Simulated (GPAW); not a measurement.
CdSe:

```
CELL_PARAMETERS angstrom
0.00000 3.07027 3.07027
3.07027 0.00000 3.07027
3.07027 3.07027 0.00000
ATOMIC_POSITIONS crystal
Cd 0.00000 0.00000 0.00000
Se 0.25000 0.25000 0.25000
```

Measurements of this composition are mostly on another form, of space group No. 186.

Base run:

* Program: GPAW 26.7.0
* Functional: BP86
* Potentials or basis: PAW data sets generated in the run's folder for this functional
* Cutoff: 600 eV
* Basis: pw
* k mesh: 6 × 6 × 6
* Occupations: fermi-dirac, width 0.05 eV
* Spin: spin-orbit coupling, no magnetisation

Its results: band gap on the k mesh 0.34 eV, direct; pressure 1.2 GPa.

Problem. The run is repeated on the same cell with these changes: functional from BP86 to PBEint; band points from 80 to 60. What comes out?

Solution. Band gap on the k mesh 0.39 eV, direct; pressure -0.7 GPa.

Caveats: spin-orbit coupling was added after a scalar SCF, so levels and gaps hold it while energy, forces, pressure and moments don't; this program's spin-orbit splittings come out too wide for heavy elements.

Not every run made on this cell is shown here.
